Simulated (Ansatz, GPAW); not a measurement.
## Geometry or basis: what sets the conductance of a Ga chain with a Sn atom on top of one atom

How well does a Ga chain with a Sn atom on top of one atom conduct once its atoms have relaxed, and how much do cheaper levels lose?

Main program and level: GPAW 26.7.0 and Ansatz 0.2.0; Ansatz plane waves; relaxation of the junction with the lead ends held; PAW set soft_1, in the first sound run; inputs show where later runs differ.

## 1. Set-up

The cell holds 14 atoms: 13 Ga and 1 Sn. Cell: a = 9.000 Å, b = 9.000 Å, c = 33.150 Å, α = 90.0°, β = 90.0°, γ = 90.0°. Regions: left lead, 6 atoms (6 Ga); channel, 2 atoms (1 Ga and 1 Sn); right lead, 6 atoms (6 Ga). Vacuum lies along a and b. The structure is stacked along c, and the current runs across the ab planes.

## 2. Relaxing the atoms

Transmission follows bond lengths closely, so the atoms between the held lead ends are relaxed first, from a slightly shaken start that lets symmetry break.

File input.yaml:

```yaml
crystal:
  lattice:
    - [9.0, 0.0, 0.0]
    - [0.0, 9.0, 0.0]
    - [0.0, 0.0, 33.15]
  atoms:
    - { symbol: Ga, position: [0.5, 0.5, 0.0384615385] }
    - { symbol: Ga, position: [0.5, 0.5, 0.1153846154] }
    - { symbol: Ga, position: [0.5, 0.5, 0.1923076923] }
    - { symbol: Ga, position: [0.5, 0.5, 0.2692307692] }
    - { symbol: Ga, position: [0.5023183992, 0.4967350861, 0.344729873] }
    - { symbol: Ga, position: [0.4902500981, 0.4988225595, 0.4242059786] }
    - { symbol: Ga, position: [0.5001102421, 0.5017061468, 0.5009260074] }
    - { symbol: Sn, position: [0.7788928468, 0.5088409557, 0.4992064179] }
    - { symbol: Ga, position: [0.5012451769, 0.5091319361, 0.5768196811] }
    - { symbol: Ga, position: [0.5003809817, 0.4982937349, 0.6541488927] }
    - { symbol: Ga, position: [0.5, 0.5, 0.7307692308] }
    - { symbol: Ga, position: [0.5, 0.5, 0.8076923077] }
    - { symbol: Ga, position: [0.5, 0.5, 0.8846153846] }
    - { symbol: Ga, position: [0.5, 0.5, 0.9615384615] }
kpoints:
  mp_grid: { grid: [1, 1, 3] }
hamiltonian:
  xc: pbe
  pseudopotentials: { kind: paw, azcp: { folder: soft_1 } }
scf:
  occupations: { method: fermi_dirac, width: 0.1 }
relax:
  f_tol: 0.03
  max_steps: 80
  constraints: [{ sites: [0, 1, 2, 3, 10, 11, 12, 13] }]
```

Started as:

```console
$ ansatz run input.yaml --threads 4 --pin off --max-ram 8192MiB --backend cpu --events-out ev --progress --plain --runs-dir out
```

Numbers of over 12 decimals in the logs are rounded to 6 here.

Log:

```text
Engine: ansatz 0.2.0, aarch64-unknown-linux-gnu
Pseudopotentials: kind: paw
Pseudopotential: Ga, paw, valence charge 13, recommended cutoff 420 eV (normal), soft_1/Ga.paw.azcp
Pseudopotential: Sn, paw, valence charge 14, recommended cutoff 420 eV (normal), soft_1/Sn.paw.azcp
Functional definition: PBE
  parameter kappa = 0.804
  parameter beta = 0.066725
  exchange = pbe_x(kappa = kappa, mu = beta*pi^2/3)
  correlation = pbe_c(beta = beta)
Crystal: 14 atoms, lattice volume = 2685.150 Å³
Basis set: ecut = 420 eV, 52379 PW (Γ), exchange–correlation on 128×128×450 points (8 copies of the dense FFT grid, shifted against one another)
Bands: 110, of which v1, the nominal top of the filled ones, is band 92 counted from 1 (91 counted from 0)
Symmetry: 1 space group operations
Space group: P1 (ITA 1), of the structure as read, at distance tolerance 1.4e-4 Å
k-points: 2 of 3 (time reversal used)
Non-local potential: Ga, projectors of the file, l = 0: 2, l = 1: 2, l = 2: 3, l = 3: 1
Non-local potential: Sn, projectors of the file, l = 0: 2, l = 1: 2, l = 2: 2, l = 3: 1
PAW form: soft (Blöchl's): semilocal exchange-correlation on the pseudo side does not see the compensation charge
PAW one-centre angular grid: Ga, 590 points (default); XC on 64 Gauss nodes
PAW one-centre angular grid: Sn, 590 points (default); XC on 64 Gauss nodes
Initial density: superposition of atomic densities (neutral atoms: chi_scale 0, normalization atom)
Initial wavefunctions: pseudopotential atomic-orbital guess
Functional: x = pbe(κ = 0.804, μ = 0.219515), c = pbe(β = 0.066725)
SCF iter   1: F=—  HF=-55187.573701 eV  |F-HF|=—  |Δ(HF+E_count)|=         —  Δρ=8.76e-3  dr2=1.01e1  ethr=3.10e-3  ⟨swp⟩=6.0  Hψ=749  notcnv=0
preconditioner: auto → LDOS  [metal: Δε(μ)=0.017 eV  Ē_g=13.552 eV  σ=0.100 eV  W_gap=0.04  n_scr=262 (ndim 8)  ℏωp=9.4 eV  f_vac=0.706  D(μ)=24.36/eV (n_scr^D=92)  β→1.0]
SCF iter   2: F=—  HF=-55186.390142 eV  |F-HF|=—  |Δ(HF+E_count)|=    1.18e0  Δρ=5.14e-3  dr2=5.30e0  ethr=3.10e-3  ⟨swp⟩=3.5  Hψ=364  notcnv=0
SCF iter   3: F=—  HF=-55186.175467 eV  |F-HF|=—  |Δ(HF+E_count)|=   2.15e-1  Δρ=1.53e-3  dr2=3.75e-1  ethr=2.89e-3  ⟨swp⟩=2.0  Hψ=310  notcnv=0
SCF iter   4: F=—  HF=-55186.158212 eV  |F-HF|=—  |Δ(HF+E_count)|=   1.73e-2  Δρ=8.02e-4  dr2=5.56e-2  ethr=2.05e-4  ⟨swp⟩=2.0  Hψ=379  notcnv=0
SCF iter   5: F=—  HF=-55186.156853 eV  |F-HF|=—  |Δ(HF+E_count)|=   1.36e-3  Δρ=7.16e-4  dr2=3.82e-2  ethr=3.04e-5  ⟨swp⟩=2.0  Hψ=394  notcnv=0
SCF iter   6: F=—  HF=-55186.150174 eV  |F-HF|=—  |Δ(HF+E_count)|=   6.68e-3  Δρ=2.64e-4  dr2=1.78e-2  ethr=2.09e-5  ⟨swp⟩=3.0  Hψ=394  notcnv=0
SCF iter   7: F=—  HF=-55186.149292 eV  |F-HF|=—  |Δ(HF+E_count)|=   8.82e-4  Δρ=1.06e-4  dr2=2.08e-3  ethr=9.70e-6  ⟨swp⟩=1.0  Hψ=220  notcnv=0
SCF iter   8: F=—  HF=-55186.149146 eV  |F-HF|=—  |Δ(HF+E_count)|=   1.46e-4  Δρ=2.51e-5  dr2=6.19e-5  ethr=1.14e-6  ⟨swp⟩=2.0  Hψ=264  notcnv=0
SCF iter   9: F=-55186.149135 eV  HF=-55186.149152 eV  |F-HF|=1.75e-5  |Δ(HF+E_count)|=   6.47e-6  Δρ=1.90e-5  dr2=1.76e-5  ethr=1.23e-8  ⟨swp⟩=5.0  Hψ=751  notcnv=0
SCF 1 converged in 9 iterations: F = -55186.149135 eV  dr2 = 1.76e-5
  greatest PAW one-centre occupation: 0.995 electrons in one spin orbital (limit 2), on the Ga atom at site 4 (counted from 0), in its partial waves of l = 2
relax step   1: F+E_penalty+E_count = -55186.14913480 eV  Δ(F+E_penalty+E_count) = +0.000e0 eV  max|allowed force component| = 8.710e-1 eV/Å  Δτ_max = 0.0000 Å  (9 SCF iters, dr2 threshold 2.25e-5 eV, accepted)
Initial density: handed on by an earlier stage of this run
Initial wavefunctions: those handed on with the density
iter 1 solved again at ethr=1.55e-4 eV; its pass at ethr=3.10e-3 eV (dr2=2.84e-1 eV) is discarded
SCF iter   1: F=—  HF=-55186.346014 eV  |F-HF|=—  |Δ(HF+E_count)|=         —  Δρ=1.84e-3  dr2=2.85e-1  ethr=1.55e-4  ⟨swp⟩=1.0  Hψ=689  notcnv=0
preconditioner: auto → LDOS  [metal: Δε(μ)=0.106 eV  Ē_g=13.524 eV  σ=0.100 eV  W_gap=0.25  n_scr=262 (ndim 8)  ℏωp=9.4 eV  f_vac=0.724  D(μ)=22.46/eV (n_scr^D=84)  β→1.0]
SCF iter   2: F=—  HF=-55186.324054 eV  |F-HF|=—  |Δ(HF+E_count)|=   2.20e-2  Δρ=7.86e-4  dr2=2.33e-2  ethr=1.55e-4  ⟨swp⟩=2.0  Hψ=433  notcnv=0
SCF iter   3: F=—  HF=-55186.321579 eV  |F-HF|=—  |Δ(HF+E_count)|=   2.48e-3  Δρ=4.10e-4  dr2=7.96e-3  ethr=1.28e-5  ⟨swp⟩=2.5  Hψ=424  notcnv=0
SCF iter   4: F=—  HF=-55186.319706 eV  |F-HF|=—  |Δ(HF+E_count)|=   1.87e-3  Δρ=1.64e-4  dr2=2.12e-3  ethr=4.35e-6  ⟨swp⟩=2.0  Hψ=395  notcnv=0
SCF iter   5: F=—  HF=-55186.319482 eV  |F-HF|=—  |Δ(HF+E_count)|=   2.24e-4  Δρ=7.86e-5  dr2=2.66e-4  ethr=1.16e-6  ⟨swp⟩=2.0  Hψ=403  notcnv=0
SCF iter   6: F=-55186.319396 eV  HF=-55186.319412 eV  |F-HF|=1.58e-5  |Δ(HF+E_count)|=   7.04e-5  Δρ=1.82e-5  dr2=3.26e-5  ethr=2.59e-8  ⟨swp⟩=4.0  Hψ=983  notcnv=0
SCF 2 converged in 6 iterations: F = -55186.319396 eV  dr2 = 3.26e-5
relax step   2: F+E_penalty+E_count = -55186.31939600 eV  Δ(F+E_penalty+E_count) = -1.703e-1 eV  max|allowed force component| = 4.151e-1 eV/Å  Δτ_max = 0.1933 Å  (6 SCF iters, dr2 threshold 4.74e-5 eV, accepted)
SCF iter   1: F=—  HF=-55186.536725 eV  |F-HF|=—  |Δ(HF+E_count)|=         —  Δρ=1.98e-3  dr2=4.89e-1  ethr=2.16e-3  ⟨swp⟩=5.0  Hψ=463  notcnv=0
preconditioner: auto → LDOS  [metal: Δε(μ)=0.063 eV  Ē_g=13.526 eV  σ=0.100 eV  W_gap=0.16  n_scr=262 (ndim 8)  ℏωp=9.4 eV  f_vac=0.724  D(μ)=22.26/eV (n_scr^D=84)  β→1.0]
SCF iter   2: F=—  HF=-55186.510067 eV  |F-HF|=—  |Δ(HF+E_count)|=   2.67e-2  Δρ=8.36e-4  dr2=2.70e-2  ethr=2.67e-4  ⟨swp⟩=2.0  Hψ=474  notcnv=0
SCF iter   3: F=—  HF=-55186.506593 eV  |F-HF|=—  |Δ(HF+E_count)|=   3.47e-3  Δρ=4.32e-4  dr2=8.31e-3  ethr=1.47e-5  ⟨swp⟩=2.5  Hψ=442  notcnv=0
SCF iter   4: F=—  HF=-55186.504390 eV  |F-HF|=—  |Δ(HF+E_count)|=   2.20e-3  Δρ=1.34e-4  dr2=1.54e-3  ethr=4.54e-6  ⟨swp⟩=2.0  Hψ=395  notcnv=0
SCF iter   5: F=—  HF=-55186.504312 eV  |F-HF|=—  |Δ(HF+E_count)|=   7.84e-5  Δρ=7.45e-5  dr2=3.28e-4  ethr=8.43e-7  ⟨swp⟩=2.0  Hψ=399  notcnv=0
SCF iter   6: F=—  HF=-55186.504258 eV  |F-HF|=—  |Δ(HF+E_count)|=   5.40e-5  Δρ=2.35e-5  dr2=6.31e-5  ethr=1.79e-7  ⟨swp⟩=2.0  Hψ=389  notcnv=0
SCF iter   7: F=—  HF=-55186.504258 eV  |F-HF|=—  |Δ(HF+E_count)|=   1.16e-7  Δρ=1.13e-5  dr2=1.25e-5  ethr=3.45e-8  ⟨swp⟩=2.0  Hψ=275  notcnv=0
SCF iter   8: F=-55186.504256 eV  HF=-55186.504258 eV  |F-HF|=1.69e-6  |Δ(HF+E_count)|=   3.89e-7  Δρ=5.65e-6  dr2=2.97e-6  ethr=5.88e-9  ⟨swp⟩=4.0  Hψ=643  notcnv=0
SCF 3 converged in 8 iterations: F = -55186.504256 eV  dr2 = 2.97e-6
  greatest PAW one-centre occupation: 0.995 electrons in one spin orbital (limit 2), on the Ga atom at site 9 (counted from 0), in its partial waves of l = 2
relax step   3: F+E_penalty+E_count = -55186.50425590 eV  Δ(F+E_penalty+E_count) = -1.849e-1 eV  max|allowed force component| = 4.852e-1 eV/Å  Δτ_max = 0.1952 Å  (8 SCF iters, dr2 threshold 1.08e-5 eV, accepted)
[... from here on, the SCF cycles and remarks between the steps are left out ...]
relax step   4: F+E_penalty+E_count = -55186.73505432 eV  Δ(F+E_penalty+E_count) = -2.308e-1 eV  max|allowed force component| = 6.726e-1 eV/Å  Δτ_max = 0.1948 Å  (7 SCF iters, dr2 threshold 5.35e-5 eV, accepted)
relax step   5: F+E_penalty+E_count = -55187.00492248 eV  Δ(F+E_penalty+E_count) = -2.699e-1 eV  max|allowed force component| = 7.377e-1 eV/Å  Δτ_max = 0.1946 Å  (6 SCF iters, dr2 threshold 1.00e-4 eV, accepted)
relax step   6: F+E_penalty+E_count = -55187.26659486 eV  Δ(F+E_penalty+E_count) = -2.617e-1 eV  max|allowed force component| = 6.006e-1 eV/Å  Δτ_max = 0.1931 Å  (5 SCF iters, dr2 threshold 1.00e-4 eV, accepted)
relax step   7: F+E_penalty+E_count = -55187.46287186 eV  Δ(F+E_penalty+E_count) = -1.963e-1 eV  max|allowed force component| = 2.211e-1 eV/Å  Δτ_max = 0.1960 Å  (5 SCF iters, dr2 threshold 1.00e-4 eV, accepted)
relax step   8: F+E_penalty+E_count = -55187.52567218 eV  Δ(F+E_penalty+E_count) = -6.280e-2 eV  max|allowed force component| = 2.781e-1 eV/Å  Δτ_max = 0.2000 Å  (8 SCF iters, dr2 threshold 6.62e-6 eV, accepted)
relax step   9: F+E_penalty+E_count = -55187.53834526 eV  Δ(F+E_penalty+E_count) = -1.267e-2 eV  max|allowed force component| = 1.873e-1 eV/Å  Δτ_max = 0.1580 Å  (7 SCF iters, dr2 threshold 1.05e-5 eV, accepted)
relax step  10: F+E_penalty+E_count = -55187.52742068 eV  Δ(F+E_penalty+E_count) = +1.092e-2 eV  max|allowed force component| = 1.393e-1 eV/Å  Δτ_max = 0.2000 Å  (7 SCF iters, dr2 threshold 1.59e-5 eV, rejected (line search))
SCF iter   1: F=—  HF=-55187.552371 eV  |F-HF|=—  |Δ(HF+E_count)|=         —  Δρ=1.27e-3  dr2=3.05e-2  ethr=3.38e-4  ⟨swp⟩=5.0  Hψ=494  notcnv=0
preconditioner: auto → LDOS  [metal: Δε(μ)=0.128 eV  Ē_g=13.472 eV  σ=0.100 eV  W_gap=0.28  n_scr=262 (ndim 8)  ℏωp=9.4 eV  f_vac=0.724  D(μ)=20.19/eV (n_scr^D=76)  β→1.0]
SCF iter   2: F=—  HF=-55187.550623 eV  |F-HF|=—  |Δ(HF+E_count)|=   1.75e-3  Δρ=5.10e-4  dr2=1.05e-2  ethr=1.67e-5  ⟨swp⟩=2.0  Hψ=474  notcnv=0
SCF iter   3: F=—  HF=-55187.548378 eV  |F-HF|=—  |Δ(HF+E_count)|=   2.24e-3  Δρ=1.50e-4  dr2=1.14e-3  ethr=5.72e-6  ⟨swp⟩=2.0  Hψ=397  notcnv=0
SCF iter   4: F=—  HF=-55187.548246 eV  |F-HF|=—  |Δ(HF+E_count)|=   1.32e-4  Δρ=5.78e-5  dr2=1.51e-4  ethr=6.22e-7  ⟨swp⟩=2.0  Hψ=397  notcnv=0
SCF iter   5: F=—  HF=-55187.548249 eV  |F-HF|=—  |Δ(HF+E_count)|=   2.40e-6  Δρ=2.12e-5  dr2=2.13e-5  ethr=8.25e-8  ⟨swp⟩=2.0  Hψ=390  notcnv=0
SCF iter   6: F=—  HF=-55187.548220 eV  |F-HF|=—  |Δ(HF+E_count)|=   2.88e-5  Δρ=1.03e-5  dr2=5.95e-6  ethr=1.16e-8  ⟨swp⟩=2.0  Hψ=413  notcnv=0
SCF iter   7: F=—  HF=-55187.548221 eV  |F-HF|=—  |Δ(HF+E_count)|=   7.92e-7  Δρ=3.43e-6  dr2=1.16e-6  ethr=3.25e-9  ⟨swp⟩=2.0  Hψ=406  notcnv=0
SCF iter   8: F=—  HF=-55187.548221 eV  |F-HF|=—  |Δ(HF+E_count)|=   2.38e-7  Δρ=1.50e-6  dr2=2.55e-7  ethr=6.32e-10  ⟨swp⟩=2.0  Hψ=261  notcnv=0
SCF iter   9: F=-55187.548221 eV  HF=-55187.548221 eV  |F-HF|=6.74e-8  |Δ(HF+E_count)|=   3.70e-9  Δρ=1.01e-6  dr2=8.98e-8  ethr=5.46e-11  ⟨swp⟩=5.0  Hψ=794  notcnv=0
SCF 11 converged in 9 iterations: F = -55187.548221 eV  dr2 = 8.98e-8
relax step  11: F+E_penalty+E_count = -55187.54822072 eV  Δ(F+E_penalty+E_count) = -9.875e-3 eV  max|allowed force component| = 6.276e-3 eV/Å  Δτ_max = 0.0706 Å  (9 SCF iters, accepted)
SCF converged after 9 iterations
Free energy (F): -55187.548221 eV
Harris-Foulkes:  -55187.548221 eV  (|F-HF|=6.74e-8)
Internal energy: -55186.898940 eV  (E = F + TS)
E sigma→0 (E₀):  -55187.223581 eV
Entropy (-TS):   -0.649280 eV (-46.377 meV/atom)
Fermi energy:    -2.424947 eV
--- Per-component energies (eV) ---
  E_band       = -2764.279929
  E_kinetic    = 1583.117940
  E_local      = -48559.435460  (includes V_loc(G=0)·N_el)
  E_nonlocal   = -1148.896420
  E_hartree    = 25762.438906
  E_xc         = -934.401516
  E_vxc        = -781.191703  (∫ρ·V_xc dr)
  E_paw        = -30131.009315  (= ΣΔE_a)
  E_vpaw       = -5382.756557  (= ΣTr[D̂ρ^β])
  E_aug_tail   = -0.002293  (compensation charges beyond the density's cutoff)
  E_ewald      = -1758.710782
  E_smearing   = -0.649280  (= −TS)
  E_closure    = -0.000000  (closes the sum)
  Σ components = -55187.548221   (vs F -55187.548221, Δ=0.00e0)
--- Forces (eV/Å), atoms counted from 1 ---
  atom   1  Ga    -0.01701072    -0.00405516     0.02702270
  atom   2  Ga     0.00554272     0.00053770     0.06599291
  atom   3  Ga     0.08426812    -0.00528206    -0.27209438
  atom   4  Ga    -0.07862661     0.00398633     0.46843939
  atom   5  Ga     0.00464246     0.00015128    -0.00132002
  atom   6  Ga    -0.00227932    -0.00159928    -0.00456333
  atom   7  Ga     0.00627634     0.00328233    -0.00343277
  atom   8  Sn    -0.00318409    -0.00371414    -0.00020715
  atom   9  Ga    -0.00607424    -0.00162391     0.00531108
  atom  10  Ga     0.00605799     0.00276009     0.00329363
  atom  11  Ga    -0.06632602     0.02384678    -0.48468384
  atom  12  Ga     0.07148587    -0.02549031     0.28973801
  atom  13  Ga     0.00702157    -0.00206539    -0.06743505
  atom  14  Ga    -0.01180764     0.00925847    -0.02603484
  max |Σ_I F_I| component: 2.63e-5 eV/Å
--- Relaxed structure (11 steps of the walk, 10 accepted, 0 SCFs on fresh bases) ---
  F+E_penalty+E_count = -55187.54822072 eV   max|allowed force component| = 6.276e-3 eV/Å
  atoms:
    - { symbol: Ga, position: [0.5, 0.5, 0.0384615385] }
    - { symbol: Ga, position: [0.5, 0.5, 0.1153846154] }
    - { symbol: Ga, position: [0.5, 0.5, 0.1923076923] }
    - { symbol: Ga, position: [0.5, 0.5, 0.2692307692] }
    - { symbol: Ga, position: [0.561354, 0.495308, 0.357748] }
    - { symbol: Ga, position: [0.533621, 0.497076, 0.439999] }
    - { symbol: Ga, position: [0.350956, 0.494988, 0.499556] }
    - { symbol: Sn, position: [0.734057, 0.496748, 0.499362] }
    - { symbol: Ga, position: [0.534568, 0.494633, 0.558881] }
    - { symbol: Ga, position: [0.557458, 0.482617, 0.641159] }
    - { symbol: Ga, position: [0.5, 0.5, 0.730769] }
    - { symbol: Ga, position: [0.5, 0.5, 0.8076923077] }
    - { symbol: Ga, position: [0.5, 0.5, 0.884615] }
    - { symbol: Ga, position: [0.5, 0.5, 0.961538] }
```

Elapsed: 2.5 min, on 4 threads of Arm Neoverse V1, shared host; peak memory 2.8 GiB.

Step by step:

| step | energy less that of the first step (eV) | largest force component (eV/Å) |
| --- | --- | --- |
| 1 | 0.0000 | 0.8710 |
| 2 | -0.1703 | 0.4151 |
| 3 | -0.3551 | 0.4852 |
| 4 | -0.5859 | 0.6726 |
| 5 | -0.8558 | 0.7377 |
| 6 | -1.1175 | 0.6006 |
| 7 | -1.3137 | 0.2211 |
| 8 | -1.3765 | 0.2781 |
| 9 | -1.3892 | 0.1873 |
| 10 | -1.3783 | 0.1393 |
| 11 | -1.3991 | 0.0063 |

Relaxation step 10 was tried and not accepted.

The atoms that moved most (Å):

| atom | dx | dy | dz | length |
| --- | --- | --- | --- | --- |
| Ga7 | -1.342 | -0.060 | -0.045 | 1.345 |
| Ga10 | 0.514 | -0.141 | -0.431 | 0.685 |
| Ga5 | 0.531 | -0.013 | 0.432 | 0.685 |
| Ga9 | 0.300 | -0.130 | -0.595 | 0.679 |
| Ga6 | 0.390 | -0.016 | 0.524 | 0.653 |
| Sn8 | -0.404 | -0.109 | 0.005 | 0.418 |

Numbers from this step:

```yaml
free_energy: -55187.5482 eV
smearing_term_ts: 0.6493 eV
symmetry_operations: 1
```

The relaxation lowered the energy of the cell by 1.40 eV.

[end of part 1 of 3]

[Logs are printed without paths, hosts, clocks, repeated set-up lines and the standing remarks that a program may print on its own settings, such as how far it seeks lower states.]

[Hosts, paths, dates, database ids (printed as entryN), source tags and the programs' standing remarks are cut or masked in the printed files.]
